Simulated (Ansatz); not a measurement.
## Two Ansatz runs on GaAs

The cell was built from the WC type and relaxed in the same program, and has space group P-6m2; it needn't be a known or the stable phase.

First run: DFT, r2SCAN, PAW with Ansatz's default frozen-core files, scalar-relativistic (Ansatz 0.2.0).

Command: `ansatz run input.yaml --threads 1 --pin off --max-ram 2048MiB --backend cpu --events-out ev --progress --plain --runs-dir out` The run took 8.9 s on 1 thread of AMD EPYC 9R45 96-Core Processor (Zen 5), with other jobs on the host, peak memory 0.58 GiB.

```yaml
crystal:
  lattice:
    - [3.8404235174, 0.0, 0.0]
    - [-1.9202117587, 3.3259043274, 0.0]
    - [0.0, 0.0, 3.240276684]
  atoms:
    - { symbol: Ga, position: [0.0, 0.0, 0.0] }
    - { symbol: As, position: [0.3333333333, 0.6666666667, 0.5] }
kpoints:
  mp_grid: { grid: [13, 13, 11] }
  band_path:
    path:
      - [0.0, 0.0, 0.0]
      - [0.5, 0.0, 0.0]
      - [0.3333333333, 0.3333333333, 0.0]
      - [0.0, 0.0, 0.0]
      - [0.0, 0.0, 0.5]
      - [0.5, 0.0, 0.5]
      - [0.3333333333, 0.3333333333, 0.5]
      - [0.0, 0.0, 0.5]
      - [0.5, 0.0, 0.5]
    npoints: 5
scf:
  occupations: { method: fermi_dirac, width: 0.05 }
hamiltonian:
  xc: r2scan
  pseudopotentials: { kind: paw }
output:
  forces: true
  stress: true
  eigenvalues: true
  efg: { contact_densities: true }
```

Result: converged; pressure -2.41 GPa; no gap on the k mesh; 7 SCF iterations.

The input is then changed:

```diff
@@ -8,5 +8,5 @@
     - { symbol: As, position: [0.3333333333, 0.6666666667, 0.5] }
 kpoints:
-  mp_grid: { grid: [13, 13, 11] }
+  mp_grid: { grid: [10, 10, 9] }
   band_path:
     path:
@@ -31,3 +31,7 @@
   eigenvalues: true
   efg: { contact_densities: true }
+  write_density: true
+  write_potential: true
+  elf: true
+  volumetric_format: npy
```

**Question.** What does the second run give?

**Answer.** It converged; energy at zero smearing -2.2 meV/atom from the first run; pressure -2.37 GPa; no gap on the k mesh; 7 SCF iterations. Some of these settings are too coarse for converged properties.
